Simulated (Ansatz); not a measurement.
Mg:

```
CELL_PARAMETERS angstrom
3.20930 0.00000 0.00000
-1.60465 2.77934 0.00000
0.00000 0.00000 5.21030
ATOMIC_POSITIONS crystal
Mg 0.66667 0.33333 0.75000
Mg 0.33333 0.66667 0.25000
```

```yaml
Program: Ansatz 0.2.0
Task: relaxation of cell and atoms
Functional: BLYP
Dispersion: D4
Potentials_or_basis: all-electron LAPW, scalar-relativistic
Basis_error_allowed: 0.001 eV/atom
k_mesh: 10 × 10 × 5
Occupations: fermi-dirac, width 0.05 eV
Spin: no spin polarisation
```

At the start: volume 23.24 Å³/atom.

Q: Where does the relaxation end?

A: Over 17 steps the energy falls by 4.3 meV/atom and the volume is 23.22 Å³/atom (-0.1 %); space group P6_3/mmc (No. 194, to 0.05 Å).

Step by step:
```csv
step,energy change (eV),largest force (eV/Å),volume (Å³)
1,0.0000,0.0000,46.47
2,-0.0004,0.0000,46.65
3,-0.0011,0.0000,46.64
4,-0.0017,0.0000,46.62
5,-0.0049,0.0000,46.59
6,-0.0053,0.0000,46.49
7,-0.0078,0.0000,46.54
8,-0.0082,0.0000,46.51
9,-0.0084,0.0000,46.48
10,-0.0084,0.0000,46.48
11,-0.0084,0.0000,46.48
12,-0.0085,0.0000,46.47
13,-0.0085,0.0000,46.47
14,-0.0086,0.0000,46.45
15,-0.0086,0.0000,46.44
16,-0.0086,0.0000,46.44
17,-0.0086,0.0000,46.44
```

Final structure:
```yaml
crystal:
  lattice:
    - [3.16173, 0.00000, 0.00000]
    - [-1.58087, 2.73814, 0.00000]
    - [0.00000, 0.00000, 5.36480]
  atoms:
    - { symbol: Mg, position: [0.66667, 0.33333, 0.75000] }
    - { symbol: Mg, position: [0.33333, 0.66667, 0.25000] }
```
